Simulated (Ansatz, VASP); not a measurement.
## One calculation of Re, two programs

Contents of INCAR:

```
PREC = Accurate ; ENCUT = 520
EDIFF = 1E-7 ; ISMEAR = -1
SIGMA = 0.1 ; LREAL = False
LASPH = True ; NELM = 100
ALGO = Normal ; ISIF = 2
LWAVE = False ; LCHARG = True
GGA = RE ; LELF = True
LVHAR = True ; NBANDS = 10
```

KPOINTS

```
Automatic mesh
0
Gamma
  14 14 14
```

POSCAR

```
Re
1.0
    2.6877994115      0.0000000000      0.0000000000
    0.0000000000      2.6877994115      0.0000000000
    0.0000000000      0.0000000000      2.6877994115
Re
1
Direct
    0.0000000000      0.0000000000      0.0000000000
```

Input for Ansatz:

```yaml
crystal:
  lattice:
    - [2.6877994115, 0.0, 0.0]
    - [0.0, 2.6877994115, 0.0]
    - [0.0, 0.0, 2.6877994115]
  atoms:
    - { symbol: Re, position: [0.0, 0.0, 0.0] }
hamiltonian:
  xc: revpbe
  pseudopotentials:
    kind: paw
    azcp:
      Re: "pseudopotentials/Re.paw.azcp"
basis:
  ecutwfc: 420
  fft_grid_basis: typed
kpoints:
  mp_grid: { grid: [14, 14, 14], shift: [0, 0, 0] }
magnetization:
  spin_polarized: false
scf:
  occupations: { method: fermi_dirac, width: 0.1 }
  lower_state_search: "off"
output:
  stress: true
```

Alike in both runs: task single point; functional revPBE; k mesh 14 × 14 × 14; occupations fermi-dirac, width 0.1 eV; no spin polarisation.

```csv
,VASP,Ansatz
version,VASP 6.6.1,Ansatz 0.2.0
potentials or method,"VASP PAW PBE potentials, release 64 (Re)","plane waves (420 eV) with PAW, scalar-relativistic"
plane-wave cutoff (eV),520,420
valence electrons in the cell,7,15
```

```tsv
	VASP	Ansatz	Ansatz less VASP
pressure (GPa)	-23.5	-22.6	+0.89
```

The two sets of potentials don't hold the same shells in valence.

Caveats: so large a pressure means that the cell lies far from this level's equilibrium, or that cutoff or potentials fall short (VASP); the potentials were made for another functional, which shifts forces and pressure (VASP). Spin-orbit coupling is left out, which matters for the levels of Re.
